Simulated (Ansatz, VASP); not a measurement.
# One calculation of ScAl3, two programs

Contents of POSCAR:

```
ScAl3
1.0
    4.1656654707      0.0000000000      0.0000000000
    0.0000000000      4.1656654707      0.0000000000
    0.0000000000      0.0000000000      4.1656654707
Sc Al
1 3
Direct
    0.0000000000      0.0000000000      0.0000000000
    0.5000000000      0.0000000000      0.5000000000
    0.0000000000      0.5000000000      0.5000000000
    0.5000000000      0.5000000000      0.0000000000
```

File INCAR.step1:

```
PREC     = Accurate       # precision mode
ENCUT    = 520            # plane-wave cutoff, eV
ISMEAR   = 0              # smearing method
SIGMA    = 0.1            # smearing width, eV
LREAL    = False          # projectors in reciprocal space
LASPH    = True           # aspherical terms in the spheres
NELM     = 60             # most SCF steps
NBANDS   = 18             # bands
GGA      = PE             # functional
ALGO     = Normal         # electronic algorithm
EDIFF    = 1E-4           # SCF threshold, eV
LWAVE    = True           # write WAVECAR
LCHARG   = False          # write CHGCAR
```

File INCAR.step2:

```
PREC     = Accurate       # precision mode
ENCUT    = 520            # plane-wave cutoff, eV
EDIFF    = 1E-7           # SCF threshold, eV
ISMEAR   = 0              # smearing method
SIGMA    = 0.1            # smearing width, eV
LREAL    = False          # projectors in reciprocal space
LASPH    = True           # aspherical terms in the spheres
NELM     = 60             # most SCF steps
ALGO     = Normal         # electronic algorithm
ISIF     = 2              # what is computed and relaxed
LWAVE    = False          # write WAVECAR
LCHARG   = False          # write CHGCAR
METAGGA  = R2SCAN         # meta-GGA
LMIXTAU  = True         
NBANDS   = 18             # bands
ISTART   = 1
```

KPOINTS

```
regular mesh
0
Gamma
  10 10 10
```

Input for Ansatz:

```yaml
crystal:
  lattice:
    - [4.1656654707, 0.0, 0.0]
    - [0.0, 4.1656654707, 0.0]
    - [0.0, 0.0, 4.1656654707]
  atoms:
    - { symbol: Sc, position: [0.0, 0.0, 0.0] }
    - { symbol: Al, position: [0.5, 0.0, 0.5] }
    - { symbol: Al, position: [0.0, 0.5, 0.5] }
    - { symbol: Al, position: [0.5, 0.5, 0.0] }
basis:
  ecutwfc: 500
kpoints:
  mp_grid: { grid: [10, 10, 10] }
hamiltonian:
  xc: r2scan
scf:
  occupations: { method: gaussian, width: 0.1 }
output:
  forces: true
  stress: true
  eigenvalues: true
  write_density: true
  write_potential: true
  elf: true
  volumetric_format: npy
```

Alike in both runs: task single point; functional r2SCAN; k mesh 10 × 10 × 10; occupations gaussian, width 0.1 eV; no spin polarisation.

```csv
,VASP,Ansatz
version,VASP 6.6.1,Ansatz 0.2.0
potentials or method,"VASP PAW PBE potentials, release 64 (Sc_sv, Al)","scalar-relativistic, plane waves, PAW"
plane-wave cutoff (eV),520,500
valence electrons in the cell,20,20
```

|  | VASP | Ansatz | Ansatz less VASP |
| --- | --- | --- | --- |
| gap on the k mesh at the Fermi level (eV) | none | none | - |
| pressure (GPa) | -4.9 | -4.9 | +0.01 |

A gap of «none» marks a metal or a gap that the smearing closes.

Caveats: the PAW data sets were made with another functional, which shifts forces and pressure a little (VASP).
